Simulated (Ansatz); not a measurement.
# Response of W to small distortions

```xyz
1
Lattice="0.0000 2.0300 2.0300 2.0300 0.0000 2.0300 2.0300 2.0300 0.0000" Properties=species:S:1:pos:R:3 pbc="T T T"
W     0.0000    0.0000    0.0000
```

The conventional cell has a = 4.060 Å, b = 4.060 Å, c = 4.060 Å, α = 90.00°, β = 90.00°, γ = 90.00°. W (atom 1) is surrounded by 12 W at 2.87 Å.

The cell comes from COD entry 1534935, which wasn't checked; take it as a given geometry.

Spin–orbit coupling is left out, though it moves levels of the heavy atoms by tenths of an eV or more.

All numbers below come from Ansatz 0.2.0, DFT, PBE, PAW with Ansatz's default frozen-core files, scalar-relativistic.

Sampling and basis: a Γ-centred 14×14×14 k mesh, Fermi–Dirac smearing of 0.05 eV, cutoff 420 eV, no spin polarisation.

The unchanged cell is at -4.67 GPa.

In a metal, stresses and small energies carry noise from the k mesh.

x, y and z are the Cartesian axes of the cell as listed; fractional coordinates follow a strain, and an engineering shear is twice the off-diagonal strain component.

(1) One change gave: energy change -2.5 meV/atom; stress change (xx, yy, zz, yz, xz, xy) 0.08, 0.08, 0.08, 1.39, 1.39, 1.39 GPa, compression positive. Which change was it?
A. equal xy, yz and zx engineering shear strains of -2 %
B. equal xy, yz and zx engineering shear strains of +2 %
C. equal xy, yz and zx engineering shear strains of -1 %
D. xy engineering shear strain of -1.5 %
E. equal xy, yz and zx engineering shear strains of +1 %
F. equal xy, yz and zx engineering shear strains of -3 %
G. equal xy, yz and zx engineering shear strains of +3 %
H. z strained by -1.5 % at fixed volume

## Answers

(1) E. For xy engineering shear strain of -1.5 %: energy change -2.0 meV/atom; stress change (xx, yy, zz, yz, xz, xy) -0.07, -0.07, 0.29, 0.00, 0.00, -2.44 GPa, compression positive. For z strained by -1.5 % at fixed volume: energy change -5.9 meV/atom; stress change (xx, yy, zz, yz, xz, xy) 2.49, 2.49, -5.06, 0.00, 0.00, 0.00 GPa, compression positive. For equal xy, yz and zx engineering shear strains of -3 %: energy change -19.9 meV/atom; stress change (xx, yy, zz, yz, xz, xy) 0.64, 0.64, 0.64, -3.11, -3.11, -3.11 GPa, compression positive. For equal xy, yz and zx engineering shear strains of -1 %: energy change -2.8 meV/atom; stress change (xx, yy, zz, yz, xz, xy) 0.08, 0.08, 0.08, -1.69, -1.69, -1.69 GPa, compression positive. For equal xy, yz and zx engineering shear strains of +2 %: energy change -7.4 meV/atom; stress change (xx, yy, zz, yz, xz, xy) 0.34, 0.34, 0.34, 1.56, 1.56, 1.56 GPa, compression positive. For equal xy, yz and zx engineering shear strains of -2 %: energy change -10.2 meV/atom; stress change (xx, yy, zz, yz, xz, xy) 0.32, 0.32, 0.32, -2.81, -2.81, -2.81 GPa, compression positive. For equal xy, yz and zx engineering shear strains of +3 %: energy change -12.0 meV/atom; stress change (xx, yy, zz, yz, xz, xy) 0.65, 0.65, 0.65, 1.29, 1.29, 1.29 GPa, compression positive.
